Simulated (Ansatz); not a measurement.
TiSe$_{2}$, DFT, PBEsol, all-electron PAW with datasets made for the crystal, scalar-relativistic (Ansatz 0.2.0), run on 1 thread of Arm Neoverse V2 on a shared host.

The cell comes from COD entry 1548816, which wasn't checked; take it as a given geometry. The listed cell was then made from it by scaling, straining or moving an atom.

Command: `ansatz run input.yaml --threads 1 --pin off --max-ram 6144MiB --backend cpu --events-out ev --progress --plain --runs-dir out`

```yaml
crystal:
  lattice:
    - [3.5360018066, 0.0, 0.0]
    - [-1.7680009033, 3.0622673924, 0.0]
    - [0.0, 0.0, 5.82388]
  atoms:
    - { symbol: Ti, position: [0.0, 0.0, 0.0] }
    - { symbol: Se, position: [0.3333333333, 0.6666666667, 0.2552] }
    - { symbol: Se, position: [0.6666666667, 0.3333333333, 0.7448] }
kpoints:
  mp_grid: { grid: [12, 12, 6] }
scf:
  occupations: { method: fermi_dirac, width: 0.03 }
hamiltonian:
  xc: pbesol
  pseudopotentials: { kind: all_electron, datasets: crystal }
output:
  forces: true
  stress: true
  eigenvalues: true
  efg: { contact_densities: true }
```

How large is the problem that the program sets up?

100 irreducible k-points, 465 plane waves at Γ, 12 bands.

Estimate the wall time and the peak memory.

26 s of wall time for 12 SCF iterations, with a peak of 0.7 GiB. Times on shared machines scatter by tens of per cent.

And the same cell and mesh by frozen-core PAW, asked for forces, stress, eigenvalues, efg, on the same hardware?

8.8 s, peak memory 0.46 GiB.
